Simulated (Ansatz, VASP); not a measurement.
# P in VASP and in Ansatz

```
P
1.0
     1.74432    1.00709    3.08977
    -1.74432    1.00709    3.08977
     0.00000   -2.01417    3.08977
P
2
Direct
  0.22875 0.22875 0.22875
  0.77125 0.77125 0.77125
```

Alike in both runs: functional PBE; dispersion D3(BJ); k mesh 15 × 15 × 15; occupations gaussian, width 0.1 eV; no spin polarisation.

Ansatz relaxed the structure, and its values are those at the end. VASP's run is a single point on that final structure, the one shown.

|  | VASP | Ansatz |
| --- | --- | --- |
| version | VASP 6.6.1 | Ansatz 0.2.0 |
| potentials or method | VASP PAW PBE potentials, release 64 (P) | scalar-relativistic, plane waves, PAW |
| plane-wave cutoff (eV) | 520 | 420 |
| valence electrons in the cell | 10 | 10 |

|  | VASP | Ansatz | Ansatz less VASP |
| --- | --- | --- | --- |
| gap on the k mesh at the Fermi level (eV) | none | none | - |
| pressure (GPa) | -5.1 | -4.9 | +0.27 |
| rms of the force components (eV/Å) | 0.027 | 0.000 | -0.0261 |

A gap of «none» marks a metal or a gap that the smearing closes.

Caveats: pairwise dispersion overbinds metals, which lowers pressure and volume.
